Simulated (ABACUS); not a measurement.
# BN (F-43m) in ABACUS: a series of runs

One crystal, BN, is run at these levels: rSCAN; tasks: single point, relaxation of cell and atoms.

All numbers are computed with ABACUS 3.10.1; they aren't measurements. Logs are shortened: lines on timing, memory, paths and dates and some standing lists are left out, and cuts for length are marked.

**The experiment to reproduce.**

From a printed reference work, monograph, for a bulk crystal of BN at 300 K: band gap 6.4 eV (indirect).

The results are compared with them further down.

**1. The structure**

It takes space group F-43m (No. 216, cubic). Conventional cell: a = 3.626 Å, b = 3.626 Å, c = 3.626 Å, α = 90.00°, β = 90.00°, γ = 90.00°. N (site symmetry -43m) has 4 B at 1.57 Å as nearest neighbours. B (site symmetry -43m) is surrounded by 4 N at 1.57 Å.

The cell is a database's computed one.

**2. Single point, rSCAN**

File run_abacus.py:

```python
"""ABACUS run from a structure file: ASE reads it, the script writes STRU, KPT and INPUT."""
import re
import subprocess
from ase.io import read
from ase.units import Bohr

atoms = read("POSCAR")
atoms = atoms[(-atoms.numbers).argsort(kind="stable")]  # ABACUS lists atoms element by element
pseudo = {'N': 'N_ONCV_PBE-1.2.upf', 'B': 'B_ONCV_PBE-1.2.upf'}
orbital = {}
magmoms = None
kmesh = [8, 8, 8]
params = {
    'suffix': 'BN',
    'calculation': 'scf',
    'basis_type': 'pw',
    'pseudo_dir': './',
    'symmetry': 1,
    'dft_functional': 'MGGA_X_RSCAN+MGGA_C_RSCAN',
    'ecutwfc': 97,
    'pseudo_rcut': 7,
    'nspin': 1,
    'nbands': 14,
    'ks_solver': 'dav',
    'smearing_method': 'fd',
    'smearing_sigma': 0.00367493,
    'scf_thr': 1e-08,
    'scf_nmax': 100,
    'mixing_type': 'broyden',
    'mixing_beta': 0.7,
    'cal_force': 1,
    'cal_stress': 1,
    'mixing_tau': 1,
    'out_chg': 1,
    'kpar': 4,
}

symbols = atoms.get_chemical_symbols()
elements = list(dict.fromkeys(symbols))
lines = ["ATOMIC_SPECIES"] + [f"{e} {atoms.get_masses()[symbols.index(e)]:.4f} {pseudo[e]}" for e in elements]
if orbital:
    lines += ["", "NUMERICAL_ORBITAL"] + [orbital[e] for e in elements]
lines += ["", "LATTICE_CONSTANT", f"{1 / Bohr:.10f}", "", "LATTICE_VECTORS"]
lines += [" ".join(f"{x:.10f}" for x in v) for v in atoms.cell]
lines += ["", "ATOMIC_POSITIONS", "Direct"]
for e in elements:
    lines += ["", e, "0.0", str(symbols.count(e))]
    for i, p in enumerate(atoms.get_scaled_positions(wrap=False)):
        if symbols[i] == e:
            mag = "" if magmoms is None else " mag " + " ".join(str(x) for x in (magmoms[i] if isinstance(magmoms[i], list) else [magmoms[i]]))
            lines.append(" ".join(f"{x:.10f}" for x in p) + " 1 1 1" + mag)
open("STRU", "w").write("\n".join(lines) + "\n")
open("KPT", "w").write("K_POINTS\n0\nGamma\n%d %d %d 0 0 0\n" % tuple(kmesh))
open("INPUT", "w").write("INPUT_PARAMETERS\n" + "".join(f"{k:<20s}{v}\n" for k, v in params.items()))

done = subprocess.run(['mpirun', '-np', '4', 'abacus'])
if done.returncode:
    raise SystemExit(done.returncode)
log = open("OUT.BN/running_scf.log").read()
print("final energy (eV):", re.findall(r"FINAL_ETOT_IS (\S+)", log))
```

File POSCAR:

```
BN
1.0
    0.0000000000      1.8130010000      1.8130010000
    1.8130010000      0.0000000000      1.8130010000
    1.8130010000      1.8130010000      0.0000000000
N B
1 1
Direct
    0.2500000000      0.2500000000      0.2500000000
    0.0000000000      0.0000000000      0.0000000000
```

Potentials or basis: SG15 ONCV 1.2 PBE, plane waves.

Run with:

```sh
> OMP_NUM_THREADS=1 python run_abacus.py > log
```

running log:

```text
ABACUS v3.10.1

               Atomic-orbital Based Ab-initio Computation at UStc

 ------------------------------------------------------------------------------------

 READING GENERAL INFORMATION
                           global_out_dir = OUT.BN/
                           global_in_card = INPUT
                               pseudo_dir = ./
[... 8 lines left out ...]

 READING ATOM TYPE 1
                               atom label = N
                      L=0, number of zeta = 1
                      L=1, number of zeta = 1
                      L=2, number of zeta = 1
             number of atom for this type = 1

 READING ATOM TYPE 2
                               atom label = B
                      L=0, number of zeta = 1
                      L=1, number of zeta = 1
                      L=2, number of zeta = 1
             number of atom for this type = 1

                        TOTAL ATOM NUMBER = 2
DIRECT COORDINATES
    atom                   x                   y                   z     mag                  vx                  vy                  vz
taud_N1            0.2500000000        0.2500000000        0.2500000000  0.0000        0.0000000000        0.0000000000        0.0000000000
taud_B1            0.0000000000        0.0000000000        0.0000000000  0.0000        0.0000000000        0.0000000000        0.0000000000

                          Volume (Bohr^3) = 80.4305
                             Volume (A^3) = 11.9186

 Lattice vectors: (Cartesian coordinate: in unit of a_0)
                   +0              +1.813              +1.813
               +1.813                  +0              +1.813
               +1.813              +1.813                  +0
 Reciprocal vectors: (Cartesian coordinate: in unit of 2 pi/a_0)
            -0.275786           +0.275786           +0.275786
            +0.275786           -0.275786           +0.275786
            +0.275786           +0.275786           -0.275786
 The esolver type has been set to : ksdft_pw

                PAO radial cut off (Bohr) = 7

 Read in pseudopotential file is N_ONCV_PBE-1.2.upf
                     pseudopotential type = NC
          exchange-correlation functional = PBE
                 nonlocal core correction = 0
                        valence electrons = 5
                                     lmax = 1
                           number of zeta = 0
                     number of projectors = 4
                           L of projector = 0
                           L of projector = 0
                           L of projector = 1
                           L of projector = 1
 XC functional updated to : MGGA_X_RSCAN+MGGA_C_RSCAN
          exchange-correlation functional = MGGA_X_RSCAN+MGGA_C_RSCAN
                PAO radial cut off (Bohr) = 7

 Read in pseudopotential file is B_ONCV_PBE-1.2.upf
                     pseudopotential type = NC
          exchange-correlation functional = PBE
                 nonlocal core correction = 0
                        valence electrons = 3
                                     lmax = 1
                           number of zeta = 0
                     number of projectors = 4
                           L of projector = 0
                           L of projector = 0
                           L of projector = 1
                           L of projector = 1
 XC functional updated to : MGGA_X_RSCAN+MGGA_C_RSCAN
          exchange-correlation functional = MGGA_X_RSCAN+MGGA_C_RSCAN
     initial pseudo atomic orbital number = 0

 SETUP THE ELECTRONS NUMBER
             electron number of element N = 5
       total electron number of element N = 5
             electron number of element B = 3
       total electron number of element B = 3
            AUTOSET number of electrons:  = 8
                           occupied bands = 4
                                   NBANDS = 14
                                   NLOCAL = 18

 SETUP THE PLANE WAVE BASIS
 energy cutoff for charge/potential (unit:Ry) = 388
            fft grid for charge/potential = [ 32, 32, 32 ]
                        fft grid division = [ 1, 1, 1 ]
        big fft grid for charge/potential = [ 32, 32, 32 ]
                                     nbxx = 32768
                                     nrxx = 32768

 SETUP PLANE WAVES FOR CHARGE/POTENTIAL
                    number of plane waves = 10417
                         number of sticks = 637

 PARALLEL PW FOR CHARGE/POTENTIAL
     PROC   COLUMNS(POT)             PW
        1            637          10417
 --------------- sum -------------------
        1            637          10417
                            number of |g| = 156
                                  max |g| = 34.9866
                                  min |g| = 0

----------- Double Check Mixing Parameters Begin ------------
mixing_type: broyden
mixing_beta: 0.7
mixing_gg0: 1
mixing_gg0_min: 0.1
mixing_ndim: 8
[... 38 lines left out ...]
                       right hand lattice = 1
                        ROTATION MATRICES = 48
                               nkstot_ibz = 29
K-POINTS REDUCTION ACCORDING TO SYMMETRY
     IBZ    DIRECT_X    DIRECT_Y    DIRECT_Z  WEIGHT  ibz2bz
       1  0.00000000  0.00000000  0.00000000  0.0020       0
       2  0.12500000  0.12500000  0.12500000  0.0156       1
       3  0.25000000  0.25000000  0.25000000  0.0156       2
       4  0.37500000  0.37500000  0.37500000  0.0156       3
       5  0.50000000  0.50000000  0.50000000  0.0078       4
       6  0.12500000  0.12500000  0.00000000  0.0117       9
[... 21 lines left out ...]
      28 -0.12500000  0.50000000  0.37500000  0.0234     101
      29  0.50000000  0.25000000 -0.25000000  0.0117     166

                               nkstot now = 29
[... K-POINTS DIRECT COORDINATES: 29 rows ...]

           k-point number in this process = 8
       minimum distributed K point number = 7
[... stars of the k points ...]

[... K-POINTS CARTESIAN COORDINATES: 8 rows ...]

[... K-POINTS DIRECT COORDINATES: 8 rows ...]

 SETUP PLANE WAVES FOR WAVE FUNCTIONS
     energy cutoff for wavefunc (unit:Ry) = 97
              fft grid for wave functions = [ 32, 32, 32 ]
                    number of plane waves = 1639
                         number of sticks = 187

 PARALLEL PW FOR WAVE FUNCTIONS
     PROC   COLUMNS(POT)             PW
        1            187           1639
 --------------- sum -------------------
        1            187           1639

 SETUP NONLOCAL PSEUDOPOTENTIALS IN PLANE WAVE BASIS
 N non-local projectors:
 projector 1 L=0
 projector 2 L=0
 projector 3 L=1
 projector 4 L=1
 B non-local projectors:
 projector 1 L=0
 projector 2 L=0
 projector 3 L=1
 projector 4 L=1
      TOTAL NUMBER OF NONLOCAL PROJECTORS = 16

 Init Non-Local PseudoPotential table :
 Init Non-Local-Pseudopotential done.

                                     npwx = 1314

 -------------------------------------------
 SELF-CONSISTENT
 -------------------------------------------
                                 init_chg = atomic

 PW ALGORITHM --------------- ION=   1  ELEC=   1--------------------------------

 Density error is 0.198793640487
                          Error Threshold = 0.01
----------------------------------------------------------
     Energy           Rydberg                 eV
----------------------------------------------------------
 E_KohnSham     -25.7043709149       -349.7259079475
 E_Harris       -24.5442594642       -333.9417819034
 E_Fermi        1.0106296462         13.7503217559
----------------------------------------------------------
[... 51 lines left out ...]
 Density error is 2.12235978439e-09
                          Error Threshold = 6.21451716011e-09
----------------------------------------------------------
     Energy           Rydberg                 eV
----------------------------------------------------------
 E_KohnSham     -25.7620784043       -350.5110586214
 E_KS(sigma->0) -25.7620784043       -350.5110586214
 E_Harris       -25.7621251667       -350.5116948567
 E_band         1.4879443970         20.2445221067
 E_one_elec     4.3187122346         58.7590944129
 E_Hartree      3.6530837750         49.7027546118
 E_xc           -7.4730116287        -101.6755393705
 E_Ewald        -26.2608627853       -357.2973682757
 E_entropy(-TS) -0.0000000000        -0.0000000000
 E_descf        0.0000000000         0.0000000000
 E_exx          0.0000000000         0.0000000000
 E_Fermi        1.0694529395         14.5506537200
----------------------------------------------------------

 charge density convergence is achieved
 final etot is -350.51105862 eV
 EFERMI = 14.55065372 eV

 STATE ENERGY(eV) AND OCCUPATIONS    NSPIN == 1
 1/8 kpoint (Cartesian) = 0.0000 0.0000 0.0000 (1291 pws)
       1       -10.4676     0.00390625
       2        10.8043     0.00390625
       3        10.8043     0.00390625
       4        10.8043     0.00390625
       5        20.2549    1.10977e-52
       6        20.2549    1.10977e-52
       7        20.2549    1.10977e-52
       8        21.4329    6.50160e-63
       9        36.5632        0.00000
      10        39.8119        0.00000
      11        39.8119        0.00000
      12        40.6494        0.00000
      13        40.6494        0.00000
      14        40.6494        0.00000
[... 66 lines left out ...]
       1       -9.95109      0.0234375
       2        9.45113      0.0234375
       3        9.66022      0.0234375
       4        9.66022      0.0234375
       5        19.5471    9.36979e-46
       6        21.8553    8.36536e-66
       7        21.8553    8.36536e-66
       8        22.6863    5.06460e-73
       9        32.7909        0.00000
      10        37.8013        0.00000
      11        40.5529        0.00000
      12        42.0239        0.00000
      13        42.0239        0.00000
      14        45.1097        0.00000

[... levels at 2 further k points ...]

------------------------------------------------------------------------------------------
 TOTAL-FORCE (eV/Angstrom)
------------------------------------------------------------------------------------------
                        N1         0.0000000000         0.0000000000         0.0000000000
                        B1         0.0000000000         0.0000000000         0.0000000000
------------------------------------------------------------------------------------------

----------------------------------------------------------------
 TOTAL-STRESS (KBAR)
----------------------------------------------------------------
       -65.4312277644        -0.0000000000         0.0000000000
         0.0000000000       -65.4312277644        -0.0000000000
         0.0000000000        -0.0000000000       -65.4312277644
----------------------------------------------------------------
 TOTAL-PRESSURE: -65.431228 KBAR

 --------------------------------------------
 !FINAL_ETOT_IS -350.5110586214092336 eV
 --------------------------------------------
```

Run time: 3.9 s. Hardware: 4 MPI ranks of AMD EPYC 9R45 (Zen 5), shared host; peak memory 0.36 GiB.

Results:

```yaml
Free_energy: -350.5111 eV
Pressure: -6.5 GPa
Band_gap_on_the_k_mesh: 4.99 eV, indirect (least direct gap 9.45 eV)
```

Levels at points of the mesh, in eV from the valence-band top:
```
           k point  band 2  band 3  band 4  band 5  band 6  band 7
(0.00, 0.00, 0.00)    0.00    0.00    0.00    9.45    9.45    9.45
(0.50, 0.50, 0.50)  -11.03   -2.02   -2.02   10.47   11.43   11.43
(0.50, 0.50, 0.00)   -9.32   -5.08   -5.08    4.99    9.73   19.05
```

Caveat: the potentials were made for another functional, which shifts forces and pressure.

**3. Relaxation of cell and atoms, rSCAN**

File run_abacus.py:

```python
"""Relaxation by an ASE optimiser with ABACUS as a small file-based calculator."""
import re
import subprocess
import numpy as np
from ase.calculators.calculator import Calculator, all_changes
from ase.filters import FrechetCellFilter
from ase.io import read
from ase.optimize import LBFGS
from ase.stress import full_3x3_to_voigt_6_stress
from ase.units import Bohr, GPa

atoms = read("BN.cif")
atoms = atoms[(-atoms.numbers).argsort(kind="stable")]  # ABACUS lists atoms element by element
pseudo = {'N': 'N_ONCV_PBE-1.2.upf', 'B': 'B_ONCV_PBE-1.2.upf'}
orbital = {}
magmoms = None
kmesh = [8, 8, 8]
params = {
    'suffix': 'BN',
    'calculation': 'scf',
    'basis_type': 'pw',
    'pseudo_dir': './',
    'symmetry': 1,
    'dft_functional': 'MGGA_X_RSCAN+MGGA_C_RSCAN',
    'ecutwfc': 97,
    'pseudo_rcut': 7,
    'nspin': 1,
    'nbands': 8,
    'ks_solver': 'dav',
    'smearing_method': 'fd',
    'smearing_sigma': 0.00367493,
    'scf_thr': 1e-08,
    'scf_nmax': 100,
    'mixing_type': 'broyden',
    'mixing_beta': 0.7,
    'cal_force': 1,
    'cal_stress': 1,
    'mixing_tau': 1,
    'kpar': 4,
}

def write_input(atoms):
    symbols = atoms.get_chemical_symbols()
    elements = list(dict.fromkeys(symbols))
    lines = ["ATOMIC_SPECIES"] + [f"{e} {atoms.get_masses()[symbols.index(e)]:.4f} {pseudo[e]}" for e in elements]
    if orbital:
        lines += ["", "NUMERICAL_ORBITAL"] + [orbital[e] for e in elements]
    lines += ["", "LATTICE_CONSTANT", f"{1 / Bohr:.10f}", "", "LATTICE_VECTORS"]
    lines += [" ".join(f"{x:.10f}" for x in v) for v in atoms.cell]
    lines += ["", "ATOMIC_POSITIONS", "Direct"]
    for e in elements:
        lines += ["", e, "0.0", str(symbols.count(e))]
        for i, p in enumerate(atoms.get_scaled_positions(wrap=False)):
            if symbols[i] == e:
                mag = "" if magmoms is None else " mag " + " ".join(str(x) for x in (magmoms[i] if isinstance(magmoms[i], list) else [magmoms[i]]))
                lines.append(" ".join(f"{x:.10f}" for x in p) + " 1 1 1" + mag)
    open("STRU", "w").write("\n".join(lines) + "\n")
    open("KPT", "w").write("K_POINTS\n0\nGamma\n%d %d %d 0 0 0\n" % tuple(kmesh))
    open("INPUT", "w").write("INPUT_PARAMETERS\n" + "".join(f"{k:<20s}{v}\n" for k, v in params.items()))

class Abacus(Calculator):
    implemented_properties = ["energy", "free_energy", "forces", "stress"]

    def calculate(self, atoms=None, properties=("energy",), system_changes=all_changes):
        super().calculate(atoms, properties, system_changes)
        write_input(self.atoms)
        subprocess.run(['mpirun', '-np', '4', 'abacus'], check=True)
        log = open("OUT.BN/running_scf.log").read()
        if "charge density convergence is achieved" not in log:
            raise RuntimeError("SCF not converged")
        rows = lambda title, n: np.array([l.split()[-3:] for l in log.split(title)[-1].split("\n")[2:2 + n]], float)
        energy = float(re.findall(r"FINAL_ETOT_IS (\S+)", log)[-1])
        stress = -rows("TOTAL-STRESS", 3) / 10 * GPa  # ABACUS prints kbar, compression positive
        self.results = dict(energy=energy, free_energy=energy, forces=rows("TOTAL-FORCE", len(self.atoms)), stress=full_3x3_to_voigt_6_stress(stress))

atoms.calc = Abacus()
opt = LBFGS(FrechetCellFilter(atoms), logfile="opt.log", trajectory="relax.traj")
print("optimiser converged:", opt.run(fmax=0.02, steps=60))
```

File BN.cif:

```cif
data_BN
_cell_length_a 2.56397060
_cell_length_b 2.56397060
_cell_length_c 2.56397060
_cell_angle_alpha 60.00000000
_cell_angle_beta 60.00000000
_cell_angle_gamma 60.00000000
_space_group_name_H-M_alt 'P1'
_space_group_name_Hall 'P 1'
_space_group_IT_number 1
loop_
_space_group_symop_operation_xyz
'x,y,z'
loop_
_atom_site_label
_atom_site_type_symbol
_atom_site_symmetry_multiplicity
_atom_site_Wyckoff_symbol
_atom_site_fract_x
_atom_site_fract_y
_atom_site_fract_z
_atom_site_occupancy
N1 N 1 a 0.2500000000 0.2500000000 0.2500000000 1
B1 B 1 a 0.0000000000 0.0000000000 0.0000000000 1
```

Potentials or basis: SG15 ONCV 1.2 PBE, plane waves.

Run with:

```sh
> OMP_NUM_THREADS=1 python run_abacus.py > log
```

Run time: 7.2 s. Hardware: 4 MPI ranks of AMD EPYC 9R45 (Zen 5), shared host; peak memory 0.36 GiB.

The run converged. Its results:

```yaml
Free_energy: -350.5153 eV
Relaxed_volume: 5.85 Å³/atom
Relaxed_cell: a = 2.549 Å, b = 2.549 Å, c = 2.549 Å, α = 60.00°, β = 60.00°, γ = 60.00°
Space_group_after_relaxing_to_0.05_Å: F-43m (No. 216)
Energy_gained_by_relaxing: 2.1 meV/atom
Ionic_steps: 3
Pressure_after_relaxing: 0.1 GPa
Band_gap_on_the_k_mesh: 5.02 eV, indirect (least direct gap 9.54 eV)
```

The path:
```csv
step,energy change (eV),largest force (eV/Å),pressure (GPa),volume (Å³)
1,0.0000,0.0000,-6.54,11.92
2,-0.0022,0.0000,-4.64,11.86
3,-0.0042,0.0000,0.08,11.71
```

Final structure:
```
N B
1.0
     2.54888    0.00000    0.00000
     1.27444    2.20739    0.00000
     1.27444    0.73580    2.08115
N B
1 1
Direct
  0.25000 0.25000 0.25000
  0.00000 0.00000 0.00000
```

Levels at points of the mesh, in eV from the valence-band top:
| k point | band 2 | band 3 | band 4 | band 5 | band 6 | band 7 |
| --- | --- | --- | --- | --- | --- | --- |
| (0.00, 0.00, 0.00) | 0.00 | 0.00 | 0.00 | 9.54 | 9.54 | 9.54 |
| (0.50, 0.50, 0.50) | -11.20 | -2.05 | -2.05 | 10.71 | 11.54 | 11.54 |
| (0.50, 0.50, 0.00) | -9.43 | -5.17 | -5.17 | 5.02 | 9.84 | 19.33 |

Caveat: the potentials were made for another functional, which shifts forces and pressure.

**4. Against experiment**

Step 2. Against the measured gap of BN, 6.4 eV (indirect; 300 K; a printed reference work, monograph), the calculated 4.99 eV is off by -1.41 eV. The value is that of rSCAN on a finite k mesh, which can miss the band edges, without temperature or zero-point motion. The cell is a database's relaxed one, not the measured one, which moves gaps too.
